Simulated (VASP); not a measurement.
Write the native input for VASP 6.6.1 that does the following.

| Item | Value |
| --- | --- |
| Task | relaxation of the atoms |
| Functional | LDA |
| Potentials or basis | VASP PAW LDA potentials, release 64 (Si, Se, H_h) |
| Cutoff | 900 eV |
| k mesh | 1 × 1 × 1 |
| Occupations | gaussian, width 0.01 eV |
| Spin | no spin polarisation |
| Further INCAR settings | ALGO = Normal; EDIFF = 1e-06; IBRION = 2; EDIFFG = -0.02; NSW = 40 |

The structure of SiSe2H2 lies in POSCAR:

```
SiH2Se2
1.0
   12.0000000000      0.0000000000      0.0000000000
    0.0000000000     12.0000000000      0.0000000000
    0.0000000000      0.0000000000     12.0000000000
Si Se H
1 2 2
Direct
    0.4953375000      0.5160708300      0.4512708300
    0.5830291700      0.4850958300      0.6131291700
    0.6249041700      0.3818541700      0.4446708300
    0.3772625000      0.4820041700      0.4427958300
    0.5193541700      0.6216458300      0.3925375000
```

These files were run (other wordings do the same):

INCAR

```
SYSTEM = SiH2Se2
  PREC = Accurate
  ENCUT = 900
  EDIFF = 1E-6
  ISMEAR = 0
  SIGMA = 0.01
  LREAL = .False.
  LASPH = .True.
  NELM = 60
  ALGO = Normal
  ISIF = 2
  LWAVE = .False.
  LCHARG = .False.
  IBRION = 2
  NSW = 40
  EDIFFG = -0.02
```

KPOINTS

```
regular mesh
0
Gamma
  1 1 1
  0 0 0
```

Potentials or basis: VASP PAW LDA potentials, release 64 (Si, Se, H_h).

Run with:

```sh
$ cat potpaw_LDA.64/Si/POTCAR potpaw_LDA.64/Se/POTCAR potpaw_LDA.64/H_h/POTCAR > POTCAR
$ mpirun -np 1 vasp_gam > vasp.out
```

Results of the run:

| Item | Value |
| --- | --- |
| Energy gained by relaxing | 0.5 meV/atom |
| Ionic steps | 8 |
| Largest force after relaxing | 0.017 eV/Å |
| Gap between the frontier levels | 1.91 eV |

Wall time 5.7 min on 1 thread of Intel(R) Xeon(R) Platinum 8488C (Sapphire Rapids), on a shared host, peak memory 1.8 GiB.
